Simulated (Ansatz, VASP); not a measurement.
# Cross-check of Al96CN95 (C_N) between VASP and Ansatz, part 2 of 2

One calculation is typed for both programs; each brings its own data sets. How far apart do they land? The cell is taken from a series of runs on this material, whose earlier steps may have relaxed, scaled, displaced or heated it; both programs get it as it stands.

VASP 6.6.1 and Ansatz 0.2.0.

So far: The structure; Ansatz: single point, LDA.

### Step 3. VASP: single point, LDA

Level of this step: LDA, spin-polarised from a ferromagnetic start; plane waves and PAW (Al, N, C) (VASP).

The same cell, functional (in two slightly different forms), mesh and smearing now go to VASP, with its own data sets.

Lines of VASP's logs that name or quote its potential files are left out, and so is its time.

Input file INCAR:

```
SYSTEM = Al96CN95
PREC = Accurate
ENCUT = 520
EDIFF = 1E-06
NELM = 200
ISMEAR = -1
SIGMA = 0.01
LREAL = Auto
ALGO = Normal
GGA = CA
NBANDS = 517
ISPIN = 2
MAGMOM = 0 -0 0.01 0 -0 0 -0 -0 0 -0 0 0 0 -0 -0 -0 0 0 -0 -0 -0 0 0 0 0 0.02 0.01 -0 -0 0 0 -0 0 0 -0 0 -0 0 0 0 0 0 0 -0 0 0 0 0 -0 -0 -0 0 0 0 -0 -0 0 0 0 0 -0 0 0 0 0 0 0 0 0 0 0 0 -0 0 -0 0 0 0 0 -0 -0 -0 0 0 0 0 -0 0 0 0 0 0 0 0 0 0 0 0.01 -0 0.05 0.01 0 0 0 0 0 0 0 0 0 0 -0 -0 -0 0 0 0.01 0 0 0 0 0.01 0.05 0 0 0.01 0.06 0.01 0.01 0 0 0 0 0 0 0 0 0 0 0.01 0 0 0 0 -0 -0 0 0.01 0 0.01 0 0.01 0 0 0 0 0 0 0 0 0 0 0 0 0 0 0 0 -0 -0 0 -0 0 0 0 0 0 0 0 0 0 0 -0 0 -0 0 -0 0 0 0 0 0.31
LORBIT = 11
LWAVE = .FALSE.
LCHARG = .FALSE.
ISIF = 2
NUPDOWN = 1
LASPH = .TRUE.
GGA_COMPAT = .FALSE.
```

Input file POSCAR:

```
Al96CN95
1.0
   12.3550845635      0.0000000000      0.0000000000
   -6.1775422818     10.6998170979      0.0000000000
    0.0000000000      0.0000000000     14.8298143552
Al N C
96 95 1
Direct
    0.1658503719      0.0825898722      0.1646048291
    0.0827799693      0.1663602406      0.3321122218
    0.1618281533      0.0829811367      0.4979090921
    0.0832600509      0.1674629721      0.6657335178
[... 4 atom lines left out ...]
    0.1670839904      0.3336551083      0.4989827907
[... 10 atom lines left out ...]
    0.0824505423      0.9158900025      0.3321955107
    0.1674772398      0.8348299108      0.4985899125
    0.0834310331      0.9168671181      0.6654421277
[... 2 atom lines left out ...]
    0.4169183392      0.0825824578      0.1645879845
    0.3311846071      0.1620815743      0.3304984511
    0.4213271944      0.0830248134      0.4978019463
    0.3339761618      0.1678788361      0.6628762040
[... 2 atom lines left out ...]
    0.4162732363      0.3323753765      0.1655919833
    0.3332177296      0.4159023923      0.3333895194
    0.4192337181      0.3382351259      0.5023274764
    0.3335289501      0.4182399025      0.6667192420
[... 9 atom lines left out ...]
    0.3335963148      0.9158731412      0.3321640129
    0.4173038181      0.8330405852      0.4990962368
    0.3335544967      0.9168895723      0.6654081107
[... 3 atom lines left out ...]
    0.5837870872      0.1663735137      0.3320791278
[... 1 atom line left out ...]
    0.5843215908      0.1674851441      0.6657021645
[... 3 atom lines left out ...]
    0.5828743986      0.4159231702      0.3333909034
    0.6667617950      0.3336893673      0.4989740002
    0.5848567403      0.4182452911      0.6667225306
[... 16 atom lines left out ...]
    0.9154449643      0.0834021354      0.4991056755
[... 17 atom lines left out ...]
    0.9158698977      0.8330284499      0.4991074275
[... 4 atom lines left out ...]
    0.1645262580      0.0817624531      0.2914766325
    0.0799680026      0.1672193718      0.4592295431
    0.1655622778      0.0833582084      0.6265867069
[... 3 atom lines left out ...]
    0.1667848041      0.3331664034      0.2931784926
[... 1 atom line left out ...]
    0.1670833059      0.3339912417      0.6266028971
[... 9 atom lines left out ...]
    0.1667221890      0.8332872830      0.2929437692
    0.0811391492      0.9153064823      0.4594370477
    0.1670383768      0.8339573110      0.6261805786
[... 3 atom lines left out ...]
    0.4174533080      0.0817402627      0.2914478290
    0.4178903446      0.0834061219      0.6264885789
[... 3 atom lines left out ...]
    0.4158979463      0.3316026838      0.2936754250
    0.3340220156      0.4194768576      0.4604613904
    0.4186704578      0.3371913832      0.6297029362
[... 10 atom lines left out ...]
    0.3343020498      0.9153360076      0.4594115061
[... 5 atom lines left out ...]
    0.5874152968      0.1672513094      0.4592025172
[... 4 atom lines left out ...]
    0.6665675481      0.3331824485      0.2931698893
    0.5856528454      0.4195108608      0.4604618326
    0.6670610889      0.3340082043      0.6265926253
[... 38 atom lines left out ...]
    0.3343160114      0.1686511519      0.4630598372
```

Input file KPOINTS:

```
Automatic mesh
0
Gamma
1 1 1
0 0 0
```

PAW data sets: Al, N and C (LDA family, release 64).

Launch:

```console
export OMP_NUM_THREADS=3
mpirun -np 1 vasp_gam
```

The program printed:

```text
[banner, memory and clock lines left out]
running    1 mpi-ranks, on    1 nodes
[...]
Offloading initialized ...    1 GPUs detected
[...]
LDA part: xc-table for (Slater(with rela. corr.)+CA(PZ))
 , standard interpolation
 POSCAR, INCAR and KPOINTS ok, starting setup
[...]
entering main loop
       N       E                     dE             d eps       ncg     rms          rms(c)
DAV:   1     0.531354976550E+04    0.53135E+04   -0.40969E+05  2084   0.143E+03
DAV:   2    -0.124128095047E+04   -0.65548E+04   -0.62013E+04  2654   0.310E+02
DAV:   3    -0.180676166014E+04   -0.56548E+03   -0.56002E+03  2480   0.929E+01
DAV:   4    -0.181756634271E+04   -0.10805E+02   -0.10759E+02  2456   0.141E+01
[...]
DAV:  16    -0.157048886382E+04   -0.73567E-06   -0.51563E-05  2400   0.989E-03    0.167E-02
DAV:  17    -0.157048886267E+04    0.11445E-05   -0.72478E-06  2288   0.381E-03    0.937E-03
DAV:  18    -0.157048886266E+04    0.14325E-07   -0.22828E-06  1472   0.200E-03
   1 F= -.15704889E+04 E0= -.15704889E+04  d E =-.159062E-04  mag=     0.9978
```

OUTCAR, selected parts (step 3):

```text
 magnetization (x)
# of ion       s       p       d       tot
------------------------------------------
    1        0.000   0.001   0.000   0.001
    2       -0.000  -0.000   0.000  -0.000
    3       -0.000   0.007   0.000   0.007
    4        0.000   0.001   0.000   0.001
    5        0.000  -0.000   0.000  -0.000
    6       -0.000   0.000   0.000   0.000
[...]
190        0.000   0.000   0.000   0.000
  191        0.000   0.001   0.000   0.001
  192        0.010   0.258   0.000   0.267
--------------------------------------------------
tot          0.020   0.583   0.000   0.603
```

The run ends at a pressure of 0.99 GPa, with forces up to 0.26 eV/Å.

### Step 4. Comparison

Known differences besides the potentials themselves: VASP starts from the moments at which Ansatz ended; the two LDA forms differ slightly; the cutoff is 820 eV in Ansatz and 520 eV in VASP (PREC = Accurate, projectors in real space); VASP's log shows a relativistic correction to its local exchange, Ansatz's none; site moments are counted in spheres of each program's own size; Ansatz's log warns that its cutoff lies below the recommended one. Total energies have different zeros and are not compared.

The two programs side by side:

```csv
quantity,Ansatz,VASP,difference
"total moment, fixed by the input (μB)",1.00,1.00,0.00
moment on C192 (μB),0.31,0.27,+0.04
moment on N127 (μB),0.06,0.06,0.00
```

### Step 5. Summary of results

| Item | Value |
| --- | --- |
| difference in moment on C192 (single point, LDA) | 0.045 μB |

In words: The difference in moment on C192 is 0.045 μB (single point, LDA). How closely two codes agree says nothing of how well the functional describes the real material.

[Lines on the potential files, build, host, timing and source positions are cut from VASP's logs without a mark.]

[Logs are printed without paths, hosts, clocks, repeated set-up lines and the standing remarks that a program may print on its own settings, such as how far it seeks lower states.]

[Hosts, paths, dates, database ids (printed as entryN), source tags and the programs' standing remarks are cut or masked in the printed files.]
